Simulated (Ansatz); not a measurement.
The calculation used DFT PBE, scalar-relativistic, plane waves, PAW (Ansatz). Settings: cutoff 420 eV, Γ-centred meshes spaced at most about 0.3 Å⁻¹, and about 0.25 Å⁻¹ or finer for metals (2π included), Gaussian smearing. No spin polarisation.

Temperature and zero-point effects are left out.

Question: Order these relaxed structures of Cd3S5 by energy, lowest first, with the energy over the lowest of them.
A.

```cif
data_structure
_symmetry_space_group_name_H-M 'P-62m'
_symmetry_Int_Tables_number 189
_cell_length_a 7.0790
_cell_length_b 7.0790
_cell_length_c 5.0188
_cell_angle_alpha 90.000
_cell_angle_beta 90.000
_cell_angle_gamma 120.000
_cell_volume 217.81
loop_
_atom_site_label
_atom_site_type_symbol
_atom_site_symmetry_multiplicity
_atom_site_Wyckoff_symbol
_atom_site_fract_x
_atom_site_fract_y
_atom_site_fract_z
_atom_site_occupancy
Cd1 Cd 3 g 0.65227 0.00000 0.50000 1
S1 S 4 h 0.33333 0.66667 0.20778 1
S2 S 1 b 0.00000 0.00000 0.50000 1
```

B.

```cif
data_structure
_symmetry_space_group_name_H-M 'P1'
_symmetry_Int_Tables_number 1
_cell_length_a 5.0388
_cell_length_b 6.9702
_cell_length_c 7.0304
_cell_angle_alpha 119.279
_cell_angle_beta 103.485
_cell_angle_gamma 91.319
_cell_volume 206.68
loop_
_atom_site_label
_atom_site_type_symbol
_atom_site_symmetry_multiplicity
_atom_site_Wyckoff_symbol
_atom_site_fract_x
_atom_site_fract_y
_atom_site_fract_z
_atom_site_occupancy
Cd1 Cd 1 a 0.51741 0.66269 0.00184 1
Cd2 Cd 1 a 0.55701 0.34804 0.34411 1
Cd3 Cd 1 a 0.48498 0.01020 0.66605 1
S1 S 1 a 0.84444 0.68801 0.36590 1
S2 S 1 a 0.22937 0.63760 0.29733 1
S3 S 1 a 0.18654 0.31641 0.62892 1
S4 S 1 a 0.80735 0.34550 0.71213 1
S5 S 1 a 0.37289 0.99153 0.98373 1
```

C.

```cif
data_structure
_symmetry_space_group_name_H-M 'I4/mmm'
_symmetry_Int_Tables_number 139
_cell_length_a 3.7175
_cell_length_b 3.7175
_cell_length_c 23.8450
_cell_angle_alpha 90.000
_cell_angle_beta 90.000
_cell_angle_gamma 90.000
_cell_volume 329.53
loop_
_atom_site_label
_atom_site_type_symbol
_atom_site_symmetry_multiplicity
_atom_site_Wyckoff_symbol
_atom_site_fract_x
_atom_site_fract_y
_atom_site_fract_z
_atom_site_occupancy
Cd1 Cd 2 a 0.00000 0.00000 0.00000 1
Cd2 Cd 4 e 0.50000 0.50000 0.12826 1
S1 S 4 e 0.50000 0.50000 0.38768 1
S2 S 4 e 0.50000 0.50000 0.24384 1
S3 S 2 b 0.50000 0.50000 0.00000 1
```

D.

```cif
data_structure
_symmetry_space_group_name_H-M 'P-3m1'
_symmetry_Int_Tables_number 164
_cell_length_a 4.1034
_cell_length_b 4.1034
_cell_length_c 12.4920
_cell_angle_alpha 90.000
_cell_angle_beta 90.000
_cell_angle_gamma 120.000
_cell_volume 182.16
loop_
_atom_site_label
_atom_site_type_symbol
_atom_site_symmetry_multiplicity
_atom_site_Wyckoff_symbol
_atom_site_fract_x
_atom_site_fract_y
_atom_site_fract_z
_atom_site_occupancy
Cd1 Cd 2 d 0.66667 0.33333 0.87576 1
Cd2 Cd 1 b 0.00000 0.00000 0.50000 1
S1 S 2 d 0.66667 0.33333 0.22663 1
S2 S 2 d 0.66667 0.33333 0.39464 1
S3 S 1 a 0.00000 0.00000 0.00000 1
```

Answer: D (0 meV/atom), B (53 meV/atom), A (82 meV/atom), C (151 meV/atom). Forms: D P-3m1; B P1; A P-62m; C I4/mmm. Counting S atoms around Cd (those within 1.25 times the shortest such distance or 1.15 times the sum of covalent radii; a plus sign parts nearer from farther groups; a slash parts the counts of unlike sites): D has Cd 6; B has Cd 4/5; A has Cd 1+4; C has Cd 5+1/6. D holds S–S pairs (shortest 2.10 Å); B holds S–S pairs (shortest 2.10 Å); A holds S–S pairs (shortest 2.09 Å) (bonds between like non-metal atoms; other contacts aren't counted). Origin: A, C and D, invented; B, invented, then shaken at random and relaxed again.

For metals, differences of a few meV/atom aren't resolved. Cells relaxed within their symmetry can be saddle points. Some candidate types were left out of the draw beforehand, so a known form may be missing.
